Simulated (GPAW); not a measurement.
# HfN (F-43m) in GPAW: convergence with plane-wave cutoff (eV)

Aim: find how far plane-wave cutoff (eV) must go before the results for HfN settle, at r2SCAN. This setting moves, with any that are tied to it; all else stays.

Everything below comes from runs of GPAW 26.7.0. Logs are shortened: lines on timing, memory, paths and dates and some standing lists are left out, and cuts for length are marked. The log counts tension as positive stress, the text compression.

**1. The crystal as given**

The structure is cubic, space group F-43m (No. 216). The conventional cell has a = 4.910 Å, b = 4.910 Å, c = 4.910 Å, α = 90.00°, β = 90.00°, γ = 90.00°. Around Hf (site symmetry -43m) lie 4 N at 2.13 Å. N (site symmetry -43m) is surrounded by 4 Hf at 2.13 Å.

The cell comes from a database or a generator and needn't be the stable form of this composition.

**2. With plane-wave cutoff (eV) 300**

run.py reads:

```python
from ase import Atoms
from ase.dft.bandgap import bandgap
from ase.io import write
from ase.units import GPa
from gpaw import GPAW, PW

atoms = Atoms(['Hf', 'N'],
              cell=[[0.0, 2.454822, 2.454822],
                    [2.454822, 0.0, 2.454822],
                    [2.454822, 2.454822, 0.0]],
              scaled_positions=[[0.0, 0.0, 0.0],
                                [0.25, 0.25, 0.25]],
              pbc=True)

calc = GPAW(mode=PW(300),
            xc='MGGA_X_R2SCAN+MGGA_C_R2SCAN',
            kpts={'size': (9, 9, 9), 'gamma': True},
            occupations={'name': 'fermi-dirac', 'width': 0.05},
            nbands=19,
            convergence={'density': 1e-05, 'energy': 1e-05},
            maxiter=100,
            txt='gpaw.txt')
atoms.calc = calc
energy = atoms.get_potential_energy()
forces = atoms.get_forces()
stress = atoms.get_stress()
calc.write('gs.gpw')
write('result.traj', atoms)
print(f'Energy: {energy:.6f} eV')
print('Forces (eV/A):')
print(forces.round(4))
print('Stress (GPa):', (stress / GPa).round(3))
print('Fermi level:', round(calc.get_fermi_level(), 4), 'eV')
print(f'Gap: {bandgap(calc)[0]:.4f} eV, direct: {bandgap(calc, direct=True)[0]:.4f} eV')
```

Potentials or basis: GPAW PAW data sets (gpaw-data 1.2.1), pw.

Launch:

```sh
OMP_NUM_THREADS=1 python run.py
```

gpaw.txt:

```text
__  _  _
 | _ |_)|_||  |
 |__||  | ||/\| - 26.7.0

Input parameters:
  mode=PW(ecut=300.0),
  convergence={'density': 1e-05, 'energy': 1e-05},
  kpts=MonkhorstPack(size=(9, 9, 9), gamma=True),
  maxiter=100,
  nbands=19,
  occupations=Occupations(name='fermi-dirac', width=0.05),
  xc=XC(name='MGGA_X_R2SCAN+MGGA_C_R2SCAN')

Diagonalizing LCAO Hamiltonian
Converting LCAO to pw mode

           N

       Hf

Atoms  # Å, Bohr magnetons
|   | symbol |        x |        y |        z |    initial magnetic moments |
|---|--------|----------|----------|----------|-----------------------------|
| 0 |     Hf | 0.000000 | 0.000000 | 0.000000 | ( 0.0000,  0.0000,  0.0000) |
| 1 |      N | 1.227411 | 1.227411 | 1.227411 | ( 0.0000,  0.0000,  0.0000) |

Unit cell  # Å
| periodic |        x |        y |        z |  lengths |    angles |
|----------|----------|----------|----------|----------|-----------|
|      yes | 0.000000 | 2.454822 | 2.454822 | 3.471643 | 60.000000 |
|      yes | 2.454822 | 0.000000 | 2.454822 | 3.471643 | 60.000000 |
|      yes | 2.454822 | 2.454822 | 0.000000 | 3.471643 | 60.000000 |

Number of symmetries: 24
Symmetry operations  # r_c * U_cc + t_c -> r_c
|    | kind |            matrix            |
|----|------|------------------------------|
|  0 |  E   |  1, 0, 0,  0, 1, 0,  0, 0, 1 |
|  1 |  σ   |  1, 0, 0,  0, 0, 1,  0, 1, 0 |
|  2 |  σ   |  1, 0,-1,  0, 1,-1,  0, 0,-1 |
|  3 |  C3  |  1, 0,-1,  0, 0,-1,  0, 1,-1 |
|  4 |  C3  |  1,-1, 0,  0,-1, 1,  0,-1, 0 |
|  5 |  σ   |  1,-1, 0,  0,-1, 0,  0,-1, 1 |
|  6 |  σ   |  0, 1, 0,  1, 0, 0,  0, 0, 1 |
|  7 |  C3  |  0, 1, 0,  0, 0, 1,  1, 0, 0 |
|  8 |  C2  |  0, 1,-1,  1, 0,-1,  0, 0,-1 |
|  9 |  S4  |  0, 1,-1,  0, 0,-1,  1, 0,-1 |
| 10 |  C3  |  0, 0, 1,  1, 0, 0,  0, 1, 0 |
| 11 |  σ   |  0, 0, 1,  0, 1, 0,  1, 0, 0 |
| 12 |  S4  |  0, 0,-1,  1, 0,-1,  0, 1,-1 |
| 13 |  C3  |  0, 0,-1,  0, 1,-1,  1, 0,-1 |
| 14 |  S4  |  0,-1, 1,  1,-1, 0,  0,-1, 0 |
| 15 |  C2  |  0,-1, 1,  0,-1, 0,  1,-1, 0 |
| 16 |  C3  |  0,-1, 0,  1,-1, 0,  0,-1, 1 |
| 17 |  S4  |  0,-1, 0,  0,-1, 1,  1,-1, 0 |
| 18 |  S4  | -1, 1, 0, -1, 0, 1, -1, 0, 0 |
| 19 |  C3  | -1, 1, 0, -1, 0, 0, -1, 0, 1 |
| 20 |  C3  | -1, 0, 1, -1, 1, 0, -1, 0, 0 |
| 21 |  S4  | -1, 0, 1, -1, 0, 0, -1, 1, 0 |
| 22 |  σ   | -1, 0, 0, -1, 1, 0, -1, 0, 1 |
| 23 |  C2  | -1, 0, 0, -1, 0, 1, -1, 1, 0 |

BZ-sampling:
  Number of BZ points: 729
  Number of IBZ points: 35

  Monkhorst-Pack size: [9, 9, 9]
  Monkhorst-Pack shift: [0, 0, 0]

K-points  # in reciprocal-cell coordinates
|     |                                coordinates |     weight |
|-----|--------------------------------------------|------------|
|   0 | (  0.00000000,   0.00000000,   0.00000000) | 0.00137174 |
|   1 | (  0.11111111,   0.11111111,   0.00000000) | 0.00823045 |
|   2 | (  0.11111111,   0.11111111,   0.11111111) | 0.01097394 |
|   3 | (  0.22222222,   0.11111111,   0.11111111) | 0.01646091 |
|   4 | (  0.22222222,   0.22222222,   0.00000000) | 0.00823045 |
|   5 | (  0.22222222,   0.22222222,   0.11111111) | 0.03292181 |
|   6 | (  0.22222222,   0.22222222,   0.22222222) | 0.01097394 |
|   7 | (  0.33333333,   0.22222222,   0.11111111) | 0.03292181 |
|   8 | (  0.33333333,   0.22222222,   0.22222222) | 0.03292181 |
|   9 | (  0.33333333,   0.33333333,  -0.33333333) | 0.01646091 |
| ... |                                            |            |
|  34 | (  0.44444444,   0.44444444,   0.44444444) | 0.01097394 |

Plane wave coefficients: 361
Cutoff: 300.0 eV

Spin-components: 1 (collinear spins)
Bands:           19
Projectors:      11
Spin-degeneracy: 2
Datatype:        complex128

Parallelization:
  kpt:    1
  domain: 1
  band:   1

Density:
  Valence electrons: 17.0
  Components: 1
  Grid points: [14 14 14]
  Charge: 0.0  # |e|

Potential:
  Grid points: [14 14 14]

species:
  Hf:
    name:    Hafnium
    Z:       72.0
    valence: 12
    core:    60
    charge:  0.0  # [|e|]
    compensation charges:
      type: gauss
      rc: 0.41  # [Å]
      lmax: 2
    cutoffs:
      filter: 2.36  # [Å]
      core: 4.02  # [Å]
    projectors
    | kind |    occ | energy [eV] | rcut [Å] |
    |------|--------|-------------|----------|
    |   5s |  2.000 |     -66.831 |    1.397 |
    |   6s |  2.000 |      -5.097 |    1.397 |
    |   5p |  6.000 |     -35.599 |    1.307 |
    |   6p |  0.000 |      -1.401 |    1.307 |
    |   5d |  2.000 |      -2.699 |    1.334 |
    |    d |        |      24.513 |    1.334 |

    Using partial waves for Hf as LCAO basis

  N:
    name:    Nitrogen
    Z:       7.0
    valence: 5
    core:    2
    charge:  0.0  # [|e|]
    compensation charges:
      type: gauss
      rc: 0.18  # [Å]
      lmax: 2
    cutoffs:
      filter: 1.11  # [Å]
      core: 0.96  # [Å]
    projectors
    | kind |    occ | energy [eV] | rcut [Å] |
    |------|--------|-------------|----------|
    |   2s |  2.000 |     -18.583 |    0.603 |
    |   2p |  3.000 |      -7.089 |    0.529 |
    |    s |        |       8.629 |    0.603 |
    |    p |        |      20.123 |    0.529 |
    |    d |        |       0.000 |    0.577 |

    Using partial waves for N as LCAO basis

Reference energy: -411367.836780  # eV

eigensolver:
  PPCG
  Converge bands: occupied
  niter=2

density mixing:
  MSR1-Mixer
  Pratt-step length: 0.05
  Maximum mixing coefficient: 0.75
  Old densities: 10
  SVD Regularization: 0.005
  Good broyden scale: 1.0
  Trust region scale: 1.0
  Backstep threshold: 4.0
  History deletion threshold: 6.0
  Fourier metric: weight=20.0, sigma=0.015

occupation numbers:
  Fermi-Dirac:
    width: 0.0500  # eV

poisson solver:
  ecut: 2400.0  # eV

xc functional:
  name: MGGA_X_R2SCAN+MGGA_C_R2SCAN with 2 nearest neighbor stencil

convergence criteria:
- Maximum integral of absolute [dens]ity change: 1e-05 electrons / valence electron
- Maximum [total energy] change in last 3 cyles: 1e-05 eV / valence electron
- Maximum integral of absolute [eigenst]ate change: 4e-08 eV^2 / valence electron
maximum number of iterations: 100

SCF iterations
|iter     | |      energy | eigst |  dens |
|---------|-|-------------|-------|-------|
|iter:   1| |  -32.465710 | -0.02 |       |
|iter:   2| |  -28.085917 | -1.79 | -0.94 |
|iter:   3| |  -27.721006 | -1.37 | -0.98 |
|iter:   4| |  -27.715792 | -2.56 | -1.55 |
|iter:   5| |  -27.719069 | -3.28 | -1.83 |
|iter:   6| |  -27.719305 | -4.84 | -2.87 |
|iter:   7| |  -27.719353 | -5.66 | -3.28 |
|iter:   8| |  -27.719356c| -7.41c| -4.13 |
|iter:   9| |  -27.719356c| -7.75c| -4.83 |
|iter:  10| |  -27.719356c| -8.63c| -5.62c|

Converged in 10 steps
Energy contributions relative to reference atoms: (reference = -411367.836780)

Energy contributions:
  Kinetic:           9.299396
  Coulomb:          -6.878617
  Zero:             -0.141844
  External:          0.000000
  Xc:              -29.995277
  Entropy:          -0.006028
  Spinorbit:         0.000000
  ----------------------------
  Free energy:     -27.722370
  Extrapolated:    -27.719356

dipole moment: (-18.909618, -18.909618, -18.909618)  # |e|*Ang

Fermi level: 10.185
Eigenvalues  # (at kpt = [0.000, 0.000, 0.000])
| band index |      eig [eV] | occ [0-2] |
|------------|---------------|-----------|
|          0 |       -54.084 |     2.000 |
|          1 |       -22.160 |     2.000 |
|          2 |       -22.159 |     2.000 |
|          3 |       -22.159 |     2.000 |
|          4 |        -8.052 |     2.000 |
|          5 |         4.474 |     2.000 |
[... 9 lines left out ...]
|         15 |        24.359 |     0.000 |
|         16 |        24.359 |     0.000 |
|        ... |               |           |
|         18 |        31.925 |     0.000 |

No gap
No difference between direct/indirect transitions

Forces  # eV/Ang
|        x |       y |        z |
|----------|---------|----------|
|  0.00000 | 0.00000 |  0.00000 |  # Hf   0
| -0.00000 | 0.00000 | -0.00000 |  # N    1

Stress tensor  # eV/Ang^3
|        x |         y |         z |
|----------|-----------|-----------|
| 0.324628 |  0.000000 |  0.000000 |
| 0.000000 |  0.324628 | -0.000000 |
| 0.000000 | -0.000000 |  0.324628 |

# Writing to gs.gpw (mode='')
```

It took 14 s on 1 thread of Arm Neoverse V2, shared host; peak memory 0.25 GiB.

What came out:

- Free energy: -27.7224 eV
- Pressure: -52.0 GPa
- Band gap on the k mesh: none (metal or under the smearing width)

**3. With plane-wave cutoff (eV) 350**

run.py, as its differences from that of step 2:

```diff
@@ -14,3 +14,3 @@
 
-calc = GPAW(mode=PW(300),
+calc = GPAW(mode=PW(350),
             xc='MGGA_X_R2SCAN+MGGA_C_R2SCAN',
```

Potentials or basis: GPAW PAW data sets (gpaw-data 1.2.1), pw.

Launch:

```sh
OMP_NUM_THREADS=1 python run.py
```

It took 16 s on 1 thread of Arm Neoverse V2, shared host; peak memory 0.25 GiB.

What came out:

- Free energy: -29.7793 eV
- Pressure: -39.7 GPa
- Band gap on the k mesh: none (metal or under the smearing width)

**4. With plane-wave cutoff (eV) 400**

run.py, as its differences from that of step 3:

```diff
@@ -14,3 +14,3 @@
 
-calc = GPAW(mode=PW(350),
+calc = GPAW(mode=PW(400),
             xc='MGGA_X_R2SCAN+MGGA_C_R2SCAN',
```

Launch:

```sh
OMP_NUM_THREADS=1 python run.py
```

Run time: 27 s. Hardware: 1 thread of Arm Neoverse V2, shared host; peak memory 0.26 GiB.

What came out:

```yaml
Free_energy: -31.0507 eV
Pressure: -28.9 GPa
Band_gap_on_the_k_mesh: none (metal or under the smearing width)
```

**5. With plane-wave cutoff (eV) 500**

run.py, as its differences from that of step 4:

```diff
@@ -14,3 +14,3 @@
 
-calc = GPAW(mode=PW(400),
+calc = GPAW(mode=PW(500),
             xc='MGGA_X_R2SCAN+MGGA_C_R2SCAN',
```

Launch:

```sh
OMP_NUM_THREADS=1 python run.py
```

It took 31 s on 1 thread of Arm Neoverse V2, shared host; peak memory 0.26 GiB.

What came out:

| Quantity | Value |
| --- | --- |
| Free energy | -32.2975 eV |
| Pressure | -13.4 GPa |
| Band gap on the k mesh | none (metal or under the smearing width) |

**6. With plane-wave cutoff (eV) 600**

run.py, as its differences from that of step 5:

```diff
@@ -14,3 +14,3 @@
 
-calc = GPAW(mode=PW(500),
+calc = GPAW(mode=PW(600),
             xc='MGGA_X_R2SCAN+MGGA_C_R2SCAN',
```

Potentials or basis: GPAW PAW data sets (gpaw-data 1.2.1), pw.

Launch:

```sh
OMP_NUM_THREADS=1 python run.py
```

Wall time 25 s (1 thread of Arm Neoverse V2, shared host); peak memory 0.27 GiB.

The run converged. Its results:

* Free energy: -32.7094 eV
* Pressure: -5.9 GPa
* Band gap on the k mesh: none (metal or under the smearing width)

**7. With plane-wave cutoff (eV) 700**

run.py, as its differences from that of step 6:

```diff
@@ -14,3 +14,3 @@
 
-calc = GPAW(mode=PW(600),
+calc = GPAW(mode=PW(700),
             xc='MGGA_X_R2SCAN+MGGA_C_R2SCAN',
```

Launch:

```sh
OMP_NUM_THREADS=1 python run.py
```

Wall time 54 s (1 thread of Arm Neoverse V2, shared host); peak memory 0.29 GiB.

Results (log left out):

* Free energy: -32.8312 eV
* Pressure: -2.9 GPa
* Band gap on the k mesh: none (metal or under the smearing width)

**8. With plane-wave cutoff (eV) 800**

run.py, as its differences from that of step 7:

```diff
@@ -14,3 +14,3 @@
 
-calc = GPAW(mode=PW(700),
+calc = GPAW(mode=PW(800),
             xc='MGGA_X_R2SCAN+MGGA_C_R2SCAN',
```

Launch:

```sh
OMP_NUM_THREADS=1 python run.py
```

Wall time 56 s (1 thread of Arm Neoverse V2, shared host); peak memory 0.29 GiB.

The run converged. Its results:

```
Free energy            : -32.8635 eV
Pressure               : -1.8 GPa
Band gap on the k mesh : none (metal or under the smearing width)
```

**9. With plane-wave cutoff (eV) 1000**

run.py, as its differences from that of step 8:

```diff
@@ -14,3 +14,3 @@
 
-calc = GPAW(mode=PW(800),
+calc = GPAW(mode=PW(1000),
             xc='MGGA_X_R2SCAN+MGGA_C_R2SCAN',
```

Potentials or basis: GPAW PAW data sets (gpaw-data 1.2.1), pw.

Launch:

```sh
OMP_NUM_THREADS=1 python run.py
```

Run time: 83 s. Hardware: 1 thread of Arm Neoverse V2, shared host; peak memory 0.32 GiB.

It converged, with:

```
Free energy            : -32.8731 eV
Pressure               : -1.4 GPa
Band gap on the k mesh : none (metal or under the smearing width)
```

**10. With plane-wave cutoff (eV) 1200**

run.py, as its differences from that of step 9:

```diff
@@ -14,3 +14,3 @@
 
-calc = GPAW(mode=PW(1000),
+calc = GPAW(mode=PW(1200),
             xc='MGGA_X_R2SCAN+MGGA_C_R2SCAN',
```

Launch:

```sh
OMP_NUM_THREADS=1 python run.py
```

Run time: 94 s. Hardware: 1 thread of Arm Neoverse V2, shared host; peak memory 0.34 GiB.

The run converged. Its results:

| Item | Value |
| --- | --- |
| Free energy | -32.8749 eV |
| Pressure | -1.4 GPa |
| Band gap on the k mesh | none (metal or under the smearing width) |

**11. Summary**

```csv
plane-wave cutoff (eV),"energy less the tightest run, at zero smearing (meV/atom)",pressure (GPa),SCF cycles,CPU time (s),peak memory (GiB)
300,2576.43,-52.01,10,14,0.25
350,1547.95,-39.72,10,16,0.25
400,912.22,-28.90,10,27,0.26
500,288.79,-13.44,10,31,0.26
600,82.78,-5.93,10,25,0.27
700,21.84,-2.87,10,54,0.29
800,5.68,-1.80,10,56,0.29
1000,0.88,-1.42,10,83,0.32
1200,0.00,-1.41,10,94,0.34
```

Against the tightest run, the energy stays within 1 meV/atom from 1000 on; the pressure stays within 0.1 GPa from 1000 on. The tightest run that finished is the yardstick and may itself not be fully converged.

Caveats: the PAW data sets were made with another functional, which shifts forces and pressure a little.
